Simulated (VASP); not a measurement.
NbC (Niobocarbide):

```
CELL_PARAMETERS angstrom
0.00000 2.23455 2.23455
2.23455 0.00000 2.23455
2.23455 2.23455 0.00000
ATOMIC_POSITIONS crystal
Nb 0.00000 0.00000 0.00000
C 0.50000 0.50000 0.50000
```

```yaml
Program: VASP 6.6.1
Task: relaxation of cell and atoms
Functional: LDA
Potentials_or_basis: VASP PAW LDA potentials, release 64 (Nb_sv, C)
Cutoff: 600 eV
k_mesh: 14 × 14 × 14
Occupations: methfessel-paxton, width 0.1 eV
Spin: no spin polarisation
```

At the start: pressure -9.0 GPa; volume 11.16 Å³/atom.

Problem. How do energy, volume and symmetry change on relaxing?

Solution. Over 4 steps the energy falls by 9.0 meV/atom and the volume is 10.84 Å³/atom (-2.8 %); space group Fm-3m (No. 225, to 0.05 Å).

The path:
```csv
step,energy change (eV),largest force (eV/Å),pressure (GPa),volume (Å³)
1,0.0000,0.0000,-9.04,22.32
2,0.0782,0.0000,24.29,20.34
3,-0.0180,0.0000,-0.24,21.70
4,-0.0180,0.0000,-0.07,21.69
```

Final structure:
```
CELL_PARAMETERS angstrom
0.00000 2.21332 2.21332
2.21332 0.00000 2.21332
2.21332 2.21332 0.00000
ATOMIC_POSITIONS crystal
Nb 0.00000 0.00000 0.00000
C 0.50000 0.50000 0.50000
```
